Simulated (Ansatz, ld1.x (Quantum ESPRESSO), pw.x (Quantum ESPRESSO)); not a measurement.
# What a changed setting does to a pw.x run (sc Br)

Potential: norm-conserving Troullier–Martins (Kleinman–Bylander form), ld1.x (Quantum ESPRESSO) 7.5, PBE; core [Ar] 3d10, reference 4s2 4p5; waves: 4s (bound): rc 1.24 bohr; 4p (bound): rc 1.40 bohr; 4d channel at 0.25 Ry: rc 1.70 bohr; local part: the d channel; core correction: none.

The reference run (k-mesh 11³, cutoffs 135/540 Ry, Fermi–Dirac 0.01 Ry, mixing_beta 0.4, conv_thr 1e-9, no spin) gives 0.11 GPa at 30.218 Å³/atom, where all-electron LAPW gives -0.06 GPa. This run, with its own iteration cap, changes nspin = 2 with starting_magnetization to 0.2.

```
&control
  calculation='scf', prefix='x', pseudo_dir='./', outdir='./tmp', tstress=.true., disk_io='none'
/
&system
  ibrav=0, nat=1, ntyp=1, ecutwfc=135, ecutrho=540, nbnd=11,
  occupations='smearing', smearing='fd', degauss=0.01, nspin=2, starting_magnetization(1)=0.2
/
&electrons
  conv_thr=1e-09, mixing_beta=0.4, electron_maxstep=60
/
ATOMIC_SPECIES
Br 1.0 Br.UPF
CELL_PARAMETERS angstrom
  3.11474076 0.00000000 0.00000000
  0.00000000 3.11474076 0.00000000
  0.00000000 0.00000000 3.11474076
ATOMIC_POSITIONS crystal
Br 0.0000 0.0000 0.0000
K_POINTS automatic
11 11 11 0 0 0
```

```bash
pw.x < Br.scf.in > Br.scf.out
```

Q: How does the run end?

A: It converges in 9 iterations; the free energy moves by +0.0 meV/atom and the pressure by +0.00 GPa. The result is that of the reference run.

```
Message from routine setup:
     using ibrav=0 with symmetry is DISCOURAGED, use correct ibrav instead
     lattice parameter (alat)  =       5.8860  a.u.
     unit-cell volume          =     203.9212 (a.u.)^3
     number of electrons       =         7.00
     number of Kohn-Sham states=           11
     kinetic-energy cutoff     =     135.0000  Ry
     charge density cutoff     =     540.0000  Ry
     scf convergence threshold =      1.0E-09
     Exchange-correlation= PBE
     atomic species   magnetization
     number of k points=    56  Fermi-Dirac smearing, width (Ry)=  0.0100
     iteration #  1     ecut=   135.00 Ry     beta= 0.40
     c_bands:  1 eigenvalues not converged
     c_bands:  1 eigenvalues not converged
     total energy              =     -26.82795399 Ry
     estimated scf accuracy    <       0.00169138 Ry
     total magnetization       =     0.71 Bohr mag/cell
     absolute magnetization    =     0.71 Bohr mag/cell
     iteration #  2     ecut=   135.00 Ry     beta= 0.40
     total energy              =     -26.83053042 Ry
     estimated scf accuracy    <       0.00102063 Ry
     total magnetization       =     0.60 Bohr mag/cell
     absolute magnetization    =     0.60 Bohr mag/cell
     iteration #  3     ecut=   135.00 Ry     beta= 0.40
     total energy              =     -26.83572230 Ry
     estimated scf accuracy    <       0.00009541 Ry
     total magnetization       =     0.20 Bohr mag/cell
     absolute magnetization    =     0.21 Bohr mag/cell
     iteration #  4     ecut=   135.00 Ry     beta= 0.40
     total energy              =     -26.83565075 Ry
     estimated scf accuracy    <       0.00005891 Ry
     total magnetization       =     0.15 Bohr mag/cell
     absolute magnetization    =     0.16 Bohr mag/cell
     iteration #  5     ecut=   135.00 Ry     beta= 0.40
     total energy              =     -26.83635484 Ry
     estimated scf accuracy    <       0.00000047 Ry
     total magnetization       =     0.00 Bohr mag/cell
     absolute magnetization    =     0.01 Bohr mag/cell
     iteration #  6     ecut=   135.00 Ry     beta= 0.40
     total energy              =     -26.83635967 Ry
     estimated scf accuracy    <       0.00000020 Ry
     total magnetization       =    -0.01 Bohr mag/cell
     absolute magnetization    =     0.01 Bohr mag/cell
     iteration #  7     ecut=   135.00 Ry     beta= 0.40
     total energy              =     -26.83636375 Ry
     estimated scf accuracy    <       0.00000002 Ry
     total magnetization       =     0.00 Bohr mag/cell
     absolute magnetization    =     0.00 Bohr mag/cell
     iteration #  8     ecut=   135.00 Ry     beta= 0.40
     total energy              =     -26.83636387 Ry
     estimated scf accuracy    <          1.8E-09 Ry
     total magnetization       =     0.00 Bohr mag/cell
     absolute magnetization    =     0.00 Bohr mag/cell
     iteration #  9     ecut=   135.00 Ry     beta= 0.40
     the Fermi energy is     3.0670 ev
!    total energy              =     -26.83636388 Ry
     estimated scf accuracy    <          7.7E-11 Ry
     smearing contrib. (-TS)   =      -0.00595059 Ry
     The total energy is F=E-TS. E is the sum of the following terms:
     one-electron contribution =      -1.45614373 Ry
     hartree contribution      =       3.35681199 Ry
     xc contribution           =      -5.11106600 Ry
     ewald contribution        =     -23.62001554 Ry
     total magnetization       =    -0.00 Bohr mag/cell
     absolute magnetization    =     0.00 Bohr mag/cell
     convergence has been achieved in   9 iterations
          total   stress  (Ry/bohr**3)                   (kbar)     P=        1.08
     Message from routine punch:
     Nothing written, as per user request (disk_io='none')
```

The run took about 1.9 min on one core of a shared host (Intel(R) Xeon(R) Platinum 8375C CPU @ 2.90GHz, 128 threads, 992 GiB, load 88).
